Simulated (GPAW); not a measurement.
# Ge (Imma) in GPAW: further runs

Runs on Ge. Level: PBEsol. Tasks: relaxation of cell and atoms.

Everything below comes from runs of GPAW 26.7.0. Logs are shortened: lines on timing, memory, paths and dates and some standing lists are left out, and cuts for length are marked. The log counts tension as positive stress, the text compression.

### 1 The crystal as given

It takes space group Imma (No. 74, orthorhombic). Conventional cell: a = 4.992 Å, b = 5.302 Å, c = 2.874 Å, α = 90.00°, β = 90.00°, γ = 90.00°. Ge (site symmetry mm2) is surrounded by 6 Ge at 2.68 to 2.87 Å.

This isn't the form of Ge at room conditions, which is diamond.

### 2 Relaxation of cell and atoms, PBEsol, target pressure 10 GPa, at which the enthalpy is minimised

Contents of run.py:

```python
from ase import Atoms
from ase.filters import FrechetCellFilter
from ase.io import write
from ase.optimize import BFGS
from ase.units import GPa
from gpaw import GPAW, PW, setup_paths

setup_paths.insert(0, '.')

atoms = Atoms(['Ge', 'Ge'],
              cell=[[-2.495898, 2.650863, 1.436947],
                    [2.495898, -2.650863, 1.436947],
                    [2.495898, 2.650863, -1.436947]],
              scaled_positions=[[0.314057, 0.064057, 0.25],
                                [0.685943, 0.935943, 0.75]],
              pbc=True)

calc = GPAW(mode=PW(600),
            xc='PBEsol',
            kpts={'size': (8, 8, 8), 'gamma': True},
            occupations={'name': 'fermi-dirac', 'width': 0.05},
            nbands=11,
            convergence={'density': 1e-05, 'forces': 0.0001},
            maxiter=150,
            txt='gpaw.txt')
atoms.calc = calc
opt = BFGS(FrechetCellFilter(atoms, scalar_pressure=10 * GPa), trajectory='relax.traj', logfile='-')
done = opt.run(fmax=0.02, steps=60)
calc.write('gs.gpw')
write('result.traj', atoms)
print('Converged:', done)
print('Cell:', atoms.cell.cellpar().round(4))
print('Volume:', round(atoms.get_volume(), 4))
print(atoms.get_scaled_positions().round(5))
```

Potentials or basis: PAW data sets generated in the run's folder for this functional, pw.

Launch:

```
> gpaw-setup -f PBEsol Ge
> OMP_NUM_THREADS=1 python run.py
```

gpaw.txt:

```text
__  _  _
 | _ |_)|_||  |
 |__||  | ||/\| - 26.7.0

Input parameters:
  mode=PW(ecut=600.0),
  convergence={'density': 1e-05, 'forces': 0.0001},
  kpts=MonkhorstPack(size=(8, 8, 8), gamma=True),
  maxiter=150,
  nbands=11,
  occupations=Occupations(name='fermi-dirac', width=0.05),
  xc=XC(name='PBEsol')

Diagonalizing LCAO Hamiltonian
Converting LCAO to pw mode

             Ge

       Ge

Atoms  # Å, Bohr magnetons
|   | symbol |        x |        y |        z |    initial magnetic moments |
|---|--------|----------|----------|----------|-----------------------------|
| 0 |     Ge | 0.000000 | 1.325432 | 0.184093 | ( 0.0000,  0.0000,  0.0000) |
| 1 |     Ge | 2.495898 | 1.325432 | 1.252854 | ( 0.0000,  0.0000,  0.0000) |
[... 125 lines left out ...]
SCF iterations
|iter     | |      energy | eigst |  dens |force |
|---------|-|-------------|-------|-------|------|
|iter:   1| |   -9.537699 | -0.73 |       |      |
|iter:   2| |   -9.536501 | -3.11 | -1.19 |      |
|iter:   3| |   -9.521174 | -3.40 | -1.22 |      |
|iter:   4| |   -9.520258 | -4.23 | -1.76 |      |
|iter:   5| |   -9.520236c| -5.41 | -2.70 |      |
|iter:   6| |   -9.520236c| -7.18 | -3.87 |      |
|iter:   7| |   -9.520236c| -7.99c| -4.58 |      |
|iter:   8| |   -9.520236c| -9.16c| -5.28c|      |
|iter:   9| |   -9.520236c|-10.04c| -6.14c|-5.60c|

Converged in 9 steps
Energy contributions relative to reference atoms: (reference = -114111.519876)

Energy contributions:
  Kinetic:          14.469370
  Coulomb:         -12.918259
  Zero:             -0.007949
  External:          0.000000
  Xc:              -11.059572
  Entropy:          -0.007652
  Spinorbit:         0.000000
  ----------------------------
  Free energy:      -9.524062
  Extrapolated:     -9.520236
[... 6 lines left out ...]
|------------|---------------|-----------|
|          0 |        -5.538 |     2.000 |
|          1 |         3.745 |     2.000 |
|          2 |         5.218 |     2.000 |
|          3 |         5.668 |     2.000 |
|          4 |        10.973 |     0.000 |
|          5 |        14.531 |     0.000 |
|          6 |        14.750 |     0.000 |
|          7 |        15.468 |     0.000 |
|          8 |        15.805 |     0.000 |
|          9 |        18.127 |     0.000 |
|         10 |        20.027 |     0.000 |

No gap
No difference between direct/indirect transitions

Stress tensor  # eV/Ang^3
|        x |        y |        z |
|----------|----------|----------|
| 0.021045 | 0.000000 | 0.000000 |
| 0.000000 | 0.018907 | 0.000000 |
| 0.000000 | 0.000000 | 0.011505 |

Forces  # eV/Ang
|       x |        y |        z |
|---------|----------|----------|
| 0.00000 | -0.00000 |  0.01958 |  # Ge   0
| 0.00000 |  0.00000 | -0.01958 |  # Ge   1

Interpolating wave functions to new cell

             Ge

       Ge

Atoms  # Å, Bohr magnetons
|   | symbol |        x |        y |        z |    initial magnetic moments |
|---|--------|----------|----------|----------|-----------------------------|
| 0 |     Ge | 0.000000 | 1.310873 | 0.182531 | ( 0.0000,  0.0000,  0.0000) |
| 1 |     Ge | 2.467766 | 1.310873 | 1.240062 | ( 0.0000,  0.0000,  0.0000) |
[... 125 lines left out ...]
SCF iterations
|iter     | |      energy | eigst |  dens |force |
|---------|-|-------------|-------|-------|------|
|iter:   1| |   -9.559206 | -1.85 |       |      |
|iter:   2| |   -9.556294 | -4.57 | -1.58 |      |
|iter:   3| |   -9.533667 | -3.49 | -1.60 |      |
|iter:   4| |   -9.532290 | -4.22 | -2.26 |      |
|iter:   5| |   -9.532277c| -5.38 | -2.85 |      |
|iter:   6| |   -9.532277c| -7.46c| -4.04 |      |
|iter:   7| |   -9.532277c| -8.34c| -4.66 |      |
|iter:   8| |   -9.532277c| -8.89c| -5.54c|      |
|iter:   9| |   -9.532277c| -9.60c| -6.45c|-5.35c|

Converged in 9 steps
Energy contributions relative to reference atoms: (reference = -114111.519876)

Energy contributions:
  Kinetic:          17.812910
  Coulomb:         -15.584885
  Zero:             -0.008453
  External:          0.000000
  Xc:              -11.747931
  Entropy:          -0.007838
  Spinorbit:         0.000000
  ----------------------------
  Free energy:      -9.536196
  Extrapolated:     -9.532277
[... 22 lines left out ...]
Stress tensor  # eV/Ang^3
|         x |         y |         z |
|-----------|-----------|-----------|
|  0.006682 | -0.000000 |  0.000000 |
| -0.000000 |  0.003995 |  0.000000 |
|  0.000000 |  0.000000 | -0.003233 |

Forces  # eV/Ang
|       x |        y |        z |
|---------|----------|----------|
| 0.00000 | -0.00000 |  0.02351 |  # Ge   0
| 0.00000 |  0.00000 | -0.02351 |  # Ge   1

Interpolating wave functions to new cell

             Ge

       Ge

Atoms  # Å, Bohr magnetons
|   | symbol |        x |        y |        z |    initial magnetic moments |
|---|--------|----------|----------|----------|-----------------------------|
| 0 |     Ge | 0.000000 | 1.257400 | 0.177393 | ( 0.0000,  0.0000,  0.0000) |
[... 74 lines left out ...]
  Coulomb:         -25.531240
  Zero:             -0.010121
  External:          0.000000
  Xc:              -14.136394
  Entropy:          -0.004666
  Spinorbit:         0.000000
  ----------------------------
  Free energy:      -9.442221
  Extrapolated:     -9.439888
[... 22 lines left out ...]
Stress tensor  # eV/Ang^3
|         x |         y |         z |
|-----------|-----------|-----------|
| -0.056969 |  0.000000 | -0.000000 |
|  0.000000 | -0.058479 |  0.000000 |
| -0.000000 |  0.000000 | -0.066980 |

Forces  # eV/Ang
|       x |        y |        z |
|---------|----------|----------|
| 0.00000 |  0.00000 |  0.01114 |  # Ge   0
| 0.00000 | -0.00000 | -0.01114 |  # Ge   1

Interpolating wave functions to new cell

             Ge

       Ge

Atoms  # Å, Bohr magnetons
|   | symbol |        x |        y |        z |    initial magnetic moments |
|---|--------|----------|----------|----------|-----------------------------|
| 0 |     Ge | 0.000000 | 1.263964 | 0.178570 | ( 0.0000,  0.0000,  0.0000) |
| 1 |     Ge | 2.375415 | 1.263964 | 1.201319 | ( 0.0000,  0.0000,  0.0000) |
[... 125 lines left out ...]
SCF iterations
|iter     | |      energy | eigst |  dens |force |
|---------|-|-------------|-------|-------|------|
|iter:   1| |   -9.436394 | -4.07 |       |      |
|iter:   2| |   -9.436380 | -6.92 | -2.65 |      |
|iter:   3| |   -9.436273c| -5.79 | -2.67 |      |
|iter:   4| |   -9.436266c| -6.54 | -3.37 |      |
|iter:   5| |   -9.436266c| -7.76c| -4.07 |      |
|iter:   6| |   -9.436266c| -8.77c| -5.08c|      |
|iter:   7| |   -9.436266c| -9.62c| -5.68c|-4.51c|

Converged in 7 steps
Energy contributions relative to reference atoms: (reference = -114111.519876)

Energy contributions:
  Kinetic:          30.509529
  Coulomb:         -25.748649
  Zero:             -0.010130
  External:          0.000000
  Xc:              -14.184743
  Entropy:          -0.004543
  Spinorbit:         0.000000
  ----------------------------
  Free energy:      -9.438537
  Extrapolated:     -9.436266
[... 22 lines left out ...]
Stress tensor  # eV/Ang^3
|         x |         y |         z |
|-----------|-----------|-----------|
| -0.059032 |  0.000000 | -0.000000 |
|  0.000000 | -0.060430 |  0.000000 |
| -0.000000 |  0.000000 | -0.067434 |

Forces  # eV/Ang
|        x |        y |        z |
|----------|----------|----------|
|  0.00000 |  0.00000 |  0.00968 |  # Ge   0
| -0.00000 | -0.00000 | -0.00968 |  # Ge   1

Interpolating wave functions to new cell

             Ge

       Ge

Atoms  # Å, Bohr magnetons
|   | symbol |        x |        y |        z |    initial magnetic moments |
|---|--------|----------|----------|----------|-----------------------------|
| 0 |     Ge | 0.000000 | 1.262203 | 0.179315 | ( 0.0000,  0.0000,  0.0000) |
| 1 |     Ge | 2.370736 | 1.262203 | 1.202815 | ( 0.0000,  0.0000,  0.0000) |
[... 125 lines left out ...]
SCF iterations
|iter     | |      energy | eigst |  dens |force |
|---------|-|-------------|-------|-------|------|
|iter:   1| |   -9.433486 | -3.39 |       |      |
|iter:   2| |   -9.433439 | -6.46 | -2.32 |      |
|iter:   3| |   -9.433100c| -5.19 | -2.35 |      |
|iter:   4| |   -9.433084c| -6.21 | -3.07 |      |
|iter:   5| |   -9.433084c| -7.42c| -3.94 |      |
|iter:   6| |   -9.433084c| -8.34c| -4.78 |      |
|iter:   7| |   -9.433084c| -9.08c| -5.38c|      |
|iter:   8| |   -9.433084c| -9.56c| -6.16c|-5.11c|

Converged in 8 steps
Energy contributions relative to reference atoms: (reference = -114111.519876)

Energy contributions:
  Kinetic:          30.778806
  Coulomb:         -25.967613
  Zero:             -0.010153
  External:          0.000000
  Xc:              -14.231916
  Entropy:          -0.004416
  Spinorbit:         0.000000
  ----------------------------
  Free energy:      -9.435292
  Extrapolated:     -9.433084
[... 22 lines left out ...]
Stress tensor  # eV/Ang^3
|         x |         y |         z |
|-----------|-----------|-----------|
| -0.062277 | -0.000000 | -0.000000 |
| -0.000000 | -0.063396 |  0.000000 |
| -0.000000 |  0.000000 | -0.065572 |

Forces  # eV/Ang
|       x |        y |        z |
|---------|----------|----------|
| 0.00000 |  0.00000 |  0.00674 |  # Ge   0
| 0.00000 | -0.00000 | -0.00674 |  # Ge   1

Interpolating wave functions to new cell

             Ge

       Ge

Atoms  # Å, Bohr magnetons
|   | symbol |        x |        y |        z |    initial magnetic moments |
|---|--------|----------|----------|----------|-----------------------------|
| 0 |     Ge | 0.000000 | 1.262090 | 0.179815 | ( 0.0000,  0.0000,  0.0000) |
| 1 |     Ge | 2.369674 | 1.262090 | 1.204124 | ( 0.0000,  0.0000,  0.0000) |
[... 125 lines left out ...]
SCF iterations
|iter     | |      energy | eigst |  dens |force |
|---------|-|-------------|-------|-------|------|
|iter:   1| |   -9.434847 | -4.01 |       |      |
|iter:   2| |   -9.434836 | -7.17 | -2.64 |      |
|iter:   3| |   -9.434757c| -5.84 | -2.67 |      |
|iter:   4| |   -9.434753c| -6.90 | -3.41 |      |
|iter:   5| |   -9.434753c| -7.69c| -4.22 |      |
|iter:   6| |   -9.434753c| -8.38c| -5.10c|      |
|iter:   7| |   -9.434753c| -9.05c| -5.77c|-4.27c|

Converged in 7 steps
Energy contributions relative to reference atoms: (reference = -114111.519876)

Energy contributions:
  Kinetic:          30.687672
  Coulomb:         -25.895317
  Zero:             -0.010153
  External:          0.000000
  Xc:              -14.214729
  Entropy:          -0.004453
  Spinorbit:         0.000000
  ----------------------------
  Free energy:      -9.436980
  Extrapolated:     -9.434753
[... 22 lines left out ...]
Stress tensor  # eV/Ang^3
|         x |         y |         z |
|-----------|-----------|-----------|
| -0.062641 | -0.000000 | -0.000000 |
| -0.000000 | -0.063505 |  0.000000 |
| -0.000000 |  0.000000 | -0.063456 |

Forces  # eV/Ang
|        x |        y |        z |
|----------|----------|----------|
| -0.00000 |  0.00000 |  0.00574 |  # Ge   0
|  0.00000 | -0.00000 | -0.00574 |  # Ge   1

# Writing to gs.gpw (mode='')
```

Run time: 3.1 min. Hardware: 1 thread of Arm Neoverse V2, shared host; peak memory 0.28 GiB.

What came out:

- Free energy: -9.4370 eV
- Relaxed volume: 16.56 Å³/atom
- Relaxed cell: a = 3.729 Å, b = 3.729 Å, c = 3.729 Å, α = 101.08°, β = 94.78°, γ = 136.42°
- Space group after relaxing (to 0.05 Å): Imma (No. 74)
- Energy change on relaxing (the enthalpy is what falls): +42.7 meV/atom
- Ionic steps: 7
- Pressure after relaxing: 10.1 GPa
- Largest force after relaxing: 0.006 eV/Å
- Band gap on the k mesh: none (metal or under the smearing width)

Forces in eV/Å, atoms in the order of the input:
```
Ge   0.000  0.000  0.006
Ge   0.000  0.000 -0.006
```

The path:
| step | energy change (eV) | largest force (eV/Å) | pressure (GPa) | volume (Å³) |
| --- | --- | --- | --- | --- |
| 1 | 0.0000 | 0.0196 | -2.75 | 38.03 |
| 2 | -0.0120 | 0.0235 | -0.40 | 36.82 |
| 3 | 0.1228 | 0.0025 | 12.21 | 32.58 |
| 4 | 0.0803 | 0.0111 | 9.74 | 33.21 |
| 5 | 0.0840 | 0.0097 | 9.98 | 33.14 |
| 6 | 0.0872 | 0.0067 | 10.21 | 33.09 |
| 7 | 0.0855 | 0.0057 | 10.13 | 33.11 |

Final structure:
```
Ge
1.0
    -2.36967    2.52418    1.38394
     2.36967   -2.52418    1.38394
     2.36967    2.52418   -1.38394
Ge
2
Direct
  0.31497 0.06497 0.25000
  0.68503 0.93503 0.75000
```

Caveat: later steps reuse the first step's grids.

### 3 Relaxation of cell and atoms, PBEsol, target pressure 20 GPa, at which the enthalpy is minimised

run.py: that of step 2 with these lines changed.

```diff
@@ -26,3 +26,3 @@
 atoms.calc = calc
-opt = BFGS(FrechetCellFilter(atoms, scalar_pressure=10 * GPa), trajectory='relax.traj', logfile='-')
+opt = BFGS(FrechetCellFilter(atoms, scalar_pressure=20 * GPa), trajectory='relax.traj', logfile='-')
 done = opt.run(fmax=0.02, steps=60)
```

Potentials or basis: PAW data sets generated in the run's folder for this functional, pw.

Launch:

```
> gpaw-setup -f PBEsol Ge
> OMP_NUM_THREADS=1 python run.py
```

Wall time 3.2 min (1 thread of Arm Neoverse V2, shared host); peak memory 0.27 GiB.

The run converged. Its results:

| Item | Value |
| --- | --- |
| Free energy | -9.2387 eV |
| Relaxed volume | 15.48 Å³/atom |
| Relaxed cell | a = 3.648 Å, b = 3.648 Å, c = 3.648 Å, α = 101.01°, β = 94.78°, γ = 136.52° |
| Space group after relaxing (to 0.05 Å) | Imma (No. 74) |
| Energy change on relaxing (the enthalpy is what falls) | +141.5 meV/atom |
| Ionic steps | 8 |
| Pressure after relaxing | 20.0 GPa |
| Largest force after relaxing | 0.020 eV/Å |
| Band gap on the k mesh | none (metal or under the smearing width) |

Forces on the atoms (eV/Å):
```
Ge   0.000  0.000 -0.020
Ge   0.000  0.000  0.020
```

Stress tensor (GPa, compression positive):
```
20.00  0.00  0.00
 0.00 20.18  0.00
 0.00  0.00 19.94
```

Step by step:
```
step  energy change (eV)  largest force (eV/Å)  pressure (GPa)  volume (Å³)
   1              0.0000                0.0196           -2.75        38.03
   2             -0.0083                0.0261            1.69        35.89
   3              0.4401                0.0405           26.55        29.89
   4              0.2594                0.0163           18.92        31.17
   5              0.2823                0.0197           19.96        30.98
   6              0.2850                0.0201           20.10        30.95
   7              0.2849                0.0204           20.12        30.95
   8              0.2830                0.0204           20.04        30.97
```

Final structure:
```yaml
crystal:
  lattice:
    - [-2.32015, 2.46959, 1.35124]
    - [2.32015, -2.46959, 1.35125]
    - [2.32015, 2.46959, -1.35125]
  atoms:
    - { symbol: Ge, position: [0.31378, 0.06378, 0.25000] }
    - { symbol: Ge, position: [0.68622, 0.93622, 0.75000] }
```

Levels at points of the mesh, in eV from the Fermi level:
```tsv
k point	band 1	band 2	band 3	band 4	band 5	band 6	band 7
(0.00, 0.00, 0.00)	-15.03	-2.95	-2.85	-2.38	2.99	8.33	8.55
(0.00, 0.50, 0.50)	-8.83	-7.94	-1.86	-1.83	-1.22	1.13	4.01
(0.50, 0.00, 0.00)	-8.83	-7.94	-1.86	-1.83	-1.22	1.13	4.01
(0.50, 0.00, 0.50)	-8.87	-7.17	-2.92	-2.88	-2.37	2.64	4.81
(0.50, 0.50, 0.00)	-11.75	-11.75	0.65	0.65	3.05	3.05	7.77
(0.50, 0.50, 0.50)	-9.90	-8.73	-7.34	-7.00	4.82	7.43	13.43
```

Caveat: later steps reuse the first step's grids; the volume moved by over 15 % at a fixed basis, so the end points are rough.

### 4 Relaxation of cell and atoms, PBEsol, target pressure 30 GPa, at which the enthalpy is minimised

run.py: that of step 3 with these lines changed.

```diff
@@ -26,3 +26,3 @@
 atoms.calc = calc
-opt = BFGS(FrechetCellFilter(atoms, scalar_pressure=20 * GPa), trajectory='relax.traj', logfile='-')
+opt = BFGS(FrechetCellFilter(atoms, scalar_pressure=30 * GPa), trajectory='relax.traj', logfile='-')
 done = opt.run(fmax=0.02, steps=60)
```

Launch:

```
> gpaw-setup -f PBEsol Ge
> OMP_NUM_THREADS=1 python run.py
```

It took 5.2 min on 1 thread of Arm Neoverse V2, shared host; peak memory 0.27 GiB.

It converged, with:

```yaml
Free_energy: -8.9889 eV
Relaxed_volume: 14.68 Å³/atom
Relaxed_cell: a = 3.585 Å, b = 3.585 Å, c = 3.585 Å, α = 101.36°, β = 94.40°, γ = 136.58°
Space_group_after_relaxing_to_0.05_Å: Imma (No. 74)
Energy_change_on_relaxing_the_enthalpy_is_what_falls: +266.2 meV/atom
Ionic_steps: 14
Pressure_after_relaxing: 30.0 GPa
Band_gap_on_the_k_mesh: none (metal or under the smearing width)
```

Stress tensor (GPa, compression positive):
```
30.10  0.00  0.00
 0.00 29.82  0.00
 0.00  0.00 30.09
```

The path:
| step | energy change (eV) | largest force (eV/Å) | pressure (GPa) | volume (Å³) |
| --- | --- | --- | --- | --- |
| 1 | 0.0000 | 0.0196 | -2.75 | 38.03 |
| 2 | 0.0076 | 0.0265 | 4.03 | 34.99 |
| 3 | 0.8512 | 0.0788 | 41.76 | 27.94 |
| 4 | 0.4789 | 0.0395 | 28.06 | 29.66 |
| 5 | 0.5264 | 0.0443 | 29.91 | 29.40 |
| 6 | 0.5300 | 0.0444 | 30.06 | 29.38 |
| 7 | 0.5346 | 0.0440 | 30.26 | 29.35 |
| 8 | 0.5335 | 0.0428 | 30.23 | 29.36 |
| 9 | 0.5291 | 0.0393 | 30.06 | 29.38 |
| 10 | 0.5239 | 0.0325 | 29.84 | 29.40 |
| 11 | 0.5210 | 0.0210 | 29.66 | 29.42 |
| 12 | 0.5241 | 0.0101 | 29.72 | 29.40 |
| 13 | 0.5299 | 0.0039 | 29.91 | 29.36 |
| 14 | 0.5324 | 0.0018 | 30.00 | 29.35 |

Final structure:
```xyz
2
Lattice="-2.2717 2.4357 1.3261 2.2717 -2.4357 1.3261 2.2717 2.4357 -1.3261" Properties=species:S:1:pos:R:3 pbc="T T T"
Ge    0.0000    1.2179    0.1216
Ge    2.2717    1.2179    1.2046
```

Levels at points of the mesh, in eV from the Fermi level:
```
           k point  band 2  band 3  band 4  band 5  band 6  band 7
(0.00, 0.00, 0.00)   -3.15   -2.63   -2.51    2.86    8.58    8.94
(0.00, 0.50, 0.50)   -8.37   -1.88   -1.76   -1.02    0.71    4.34
(0.50, 0.00, 0.00)   -8.37   -1.88   -1.76   -1.02    0.71    4.34
(0.50, 0.00, 0.50)   -7.49   -3.14   -2.81   -2.59    2.63    5.05
(0.50, 0.50, 0.00)  -12.18    0.60    0.60    3.28    3.28    8.11
(0.50, 0.50, 0.50)   -8.84   -7.79   -7.38    4.83    8.09   14.10
```

Caveat: later steps reuse the first step's grids; the volume moved by over 15 % at a fixed basis, so the end points are rough.

### 5 Overview

| cell | target pressure | gap on the mesh (eV) | pressure (GPa) | largest force (eV/Å) |
| --- | --- | --- | --- | --- |
| relaxed to 10 GPa | 10 GPa | none | 10.1 | 0.01 |
| relaxed to 20 GPa | 20 GPa | none | 20.0 | 0.02 |
| relaxed to 30 GPa | 30 GPa | none | 30.0 | - |

Alike in all rows: task relaxation of cell and atoms; level PBEsol; potentials or basis PAW data sets generated in the run's folder for this functional, pw; no spin polarisation; k mesh 8 × 8 × 8; cutoff (eV) 600; smearing fermi-dirac 0.05 eV.

Caveats: later steps reuse the first step's grids; the volume moved by over 15 % at a fixed basis, so the end points are rough (some runs).

Total energies depend on the potentials used, so only differences within one code and one set of settings carry meaning.
